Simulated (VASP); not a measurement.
WS2:

```
W S
1.0
     1.57900    0.91164    6.16333
    -1.57900    0.91164    6.16333
     0.00000   -1.82327    6.16333
W S
1 2
Cartesian
  0.0000 0.0000 0.0000
  0.0000 0.0000 10.7427
  0.0000 0.0000 13.8730
```

Measurements of this composition are mostly on another form, of space group No. 194.

Base run:

| Property | Result |
| --- | --- |
| Program | VASP 6.6.1 |
| Functional | r2SCAN |
| Potentials or basis | VASP PAW PBE potentials, release 64 (W_sv, S) |
| Cutoff | 520 eV |
| k mesh | 10 × 10 × 10 |
| Occupations | gaussian, width 0.02 eV |
| Spin | no spin polarisation |

Its results: band gap on the k mesh 1.19 eV, indirect (least direct gap 2.37 eV); pressure 2.8 GPa; largest force 0.621 eV/Å.

Q: The run is repeated on the same cell with these changes: functional from r2SCAN to PBEsol. What comes out?

A: Band gap on the k mesh 1.03 eV, indirect (least direct gap 2.24 eV); pressure -0.5 GPa; largest force 0.602 eV/Å.

r2SCAN gives the wider gap, since meta-GGAs in the generalised Kohn-Sham scheme recover part of the derivative discontinuity.

Caveats: the PAW data sets were made with another functional, which shifts forces and pressure a little; spin-orbit coupling is left out, which moves the levels of the heavy elements.

A k mesh can miss the band edges.
